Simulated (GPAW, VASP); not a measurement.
Given: the input of a run of GPAW 26.7.0 (ASE script) on TePb. 

Contents of run.py:

```python
from ase import Atoms
from ase.dft.bandgap import bandgap
from ase.io import write
from ase.units import GPa
from gpaw import GPAW, PW

atoms = Atoms(['Pb', 'Te'],
              cell=[[0.0, 3.231, 3.231],
                    [3.231, 0.0, 3.231],
                    [3.231, 3.231, 0.0]],
              scaled_positions=[[0.0, 0.0, 0.0],
                                [0.5, 0.5, 0.5]],
              pbc=True)

calc = GPAW(mode=PW(600),
            xc='PBE',
            kpts={'size': (7, 7, 7), 'gamma': True},
            occupations={'name': 'methfessel-paxton', 'order': 0, 'width': 0.016},
            nbands=19,
            convergence={'density': 1e-05, 'energy': 1e-05},
            maxiter=150,
            txt='gpaw.txt')
atoms.calc = calc
energy = atoms.get_potential_energy()
forces = atoms.get_forces()
stress = atoms.get_stress()
calc.write('gs.gpw')
write('result.traj', atoms)
print(f'Energy: {energy:.6f} eV')
print('Forces (eV/A):')
print(forces.round(4))
print('Stress (GPa):', (stress / GPa).round(3))
print('Fermi level:', round(calc.get_fermi_level(), 4), 'eV')
print(f'Gap: {bandgap(calc)[0]:.4f} eV, direct: {bandgap(calc, direct=True)[0]:.4f} eV')
```

Potentials or basis: GPAW PAW data sets (gpaw-data 1.2.1), pw.

Run with:

```sh
$ OMP_NUM_THREADS=1 python run.py
```

Q: Translate it to VASP 6.6.1. Potentials or basis there: PBE PAW files Pb_d, Te, 520 eV.

A: As run (cutoffs and basis follow the program's own potentials, and thresholds, step limits or extra output files can differ):

The input INCAR:

```
PREC     = Accurate       # precision mode
ENCUT    = 520            # plane-wave cutoff, eV
EDIFF    = 1E-6           # SCF threshold, eV
ISMEAR   = 0              # smearing method
SIGMA    = 0.016          # smearing width, eV
LREAL    = F              # projectors in reciprocal space
LASPH    = T              # aspherical terms in the spheres
NELM     = 80             # most SCF steps
ALGO     = Fast           # electronic algorithm
ISIF     = 2              # what is computed and relaxed
LWAVE    = F              # write WAVECAR
LCHARG   = T              # write CHGCAR
GGA      = PE             # functional
LELF     = T              # ELF
LVHAR    = T            
NBANDS   = 17             # bands
```

File KPOINTS:

```
regular mesh
0
Gamma
  7 7 7
```

Contents of POSCAR:

```
TePb
1.0
    0.0000000000      3.2310000000      3.2310000000
    3.2310000000      0.0000000000      3.2310000000
    3.2310000000      3.2310000000      0.0000000000
Pb Te
1 1
Direct
    0.0000000000      0.0000000000      0.0000000000
    0.5000000000      0.5000000000      0.5000000000
```

Potentials or basis: VASP PAW PBE potentials, release 64 (Pb_d, Te).

Run with:

```bash
$ cat potpaw_PBE.64/Pb_d/POTCAR potpaw_PBE.64/Te/POTCAR > POTCAR
$ mpirun -np 1 vasp_std > vasp.out
```

Both were run:

|  | GPAW | VASP |
| --- | --- | --- |
| Pressure | 1.8 GPa | 2.1 GPa |

Pressure is positive in compression.
